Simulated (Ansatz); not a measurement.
CSi as one 4-atom ordering (R-3m) on the diamond lattice, relaxed with r2SCAN: 3 runs in the plane-wave code Ansatz, each a calculation of independent-particle optics. The symmetry is R-3m (No. 166, trigonal); conventional cell a = 3.083 Å, c = 15.964 Å, 10.95 Å³ an atom. C has 1 C at 1.62 Å and 3 Si at 1.90 Å; Si has 3 C at 1.90 Å and 1 Si at 2.38 Å. (Calculated; spin-unpolarised; the phase may be known or hypothetical.)

```
CELL_PARAMETERS angstrom
1.54159 0.89004 5.32123
-1.54159 0.89004 5.32123
0.00000 -1.78007 5.32123
ATOMIC_POSITIONS crystal
C 0.44919 0.44919 0.44919
Si 0.92547 0.92547 0.92547
Si 0.07453 0.07453 0.07453
C 0.55081 0.55081 0.55081
```

On meshes this coarse, single peaks can be features of the mesh. No local fields, no excitons; the zone sum runs over the cells of the mesh, and ε∞ includes the bands left out of the spectrum. Up to four peaks are listed, those above 15 % of the tallest and inside the complete range; the four can differ from row to row.

| functional | k mesh | broadening (eV) | scissors (eV) | range (eV) | direct gap on the mesh before scissors (eV) | ε∞ xx | ε∞ yy | ε∞ zz | complete up to (eV) | tallest peaks of mean ε₂ (eV) |
| --- | --- | --- | --- | --- | --- | --- | --- | --- | --- | --- |
| PBE | 8×8×8 | 0.1 | 0.00 | 0–12 | 1.81 | 8.28 | 8.28 | 9.11 | 12.0 | 5.15 5.50 6.65 |
| r2SCAN | 8×8×8 | 0.1 | 0.00 | 0–12 | 2.10 | 7.46 | 7.46 | 8.29 | 12.0 | 5.90 7.15 |
| PBE | 8×8×8 | 0.1 | 0.83 (to HSE06) | 0–12 | 1.81 | 7.39 | 7.39 | 8.11 | 12.0 | 5.95 6.35 7.50 |

The fundamental gap is indirect (0.49 eV with PBE on 8×8×8); the table holds the direct one.
